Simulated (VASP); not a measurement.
**TiAl3: single point with PBEsol**

TiAl3:

```
CELL_PARAMETERS angstrom
-1.90790 1.90790 4.27679
1.90790 -1.90790 4.27679
1.90790 1.90790 -4.27679
ATOMIC_POSITIONS crystal
Ti 0.00000 0.00000 0.00000
Al 0.50000 0.50000 0.00000
Al 0.75000 0.25000 0.50000
Al 0.25000 0.75000 0.50000
```

The cell comes from a database or a generator and needn't be the stable form of this composition.

The cell isn't the ideal one: relaxed again under DFT PBEsol, scalar-relativistic, plane waves, PAW.

```yaml
Program: VASP 6.6.1
Task: single point
Functional: PBEsol
Potentials_or_basis: VASP PAW PBE potentials, release 64 (Ti_sv, Al)
Cutoff: 520 eV
k_mesh: 16 × 16 × 16
Occupations: gaussian, width 0.1 eV
Spin: no spin polarisation
Dipole_correction: no
Further_INCAR_settings: ALGO = Fast; EDIFF = 1e-06; NBANDS = 18
```

The pressure is 0.1 GPa and the band gap on the k mesh is none (metal or under the smearing width).

Levels at points of the mesh, in eV from the Fermi level:
```csv
k point,band 7,band 8,band 9,band 10,band 11,band 12,band 13,band 14,band 15,band 16
"(0.00, 0.00, 0.00)",-2.64,-1.44,-1.23,-1.23,0.84,1.77,1.77,2.23,2.51,3.85
"(0.50, 0.00, 0.00)",-3.64,-2.95,-1.06,-0.27,0.51,1.82,2.11,2.74,3.18,4.54
"(0.50, 0.50, 0.00)",-4.39,-3.78,-2.71,-2.22,-1.00,1.78,1.96,2.70,2.86,3.24
"(0.50, 0.50, 0.50)",-2.02,-0.91,-0.91,-0.25,0.70,0.70,0.96,3.07,4.82,6.16
```

It took 16 min on 1 thread of Intel(R) Xeon(R) Platinum 8559C (Emerald Rapids) (shared host), peak memory 0.53 GiB.

Caveat: the PAW data sets were made with another functional, which shifts forces and pressure a little.
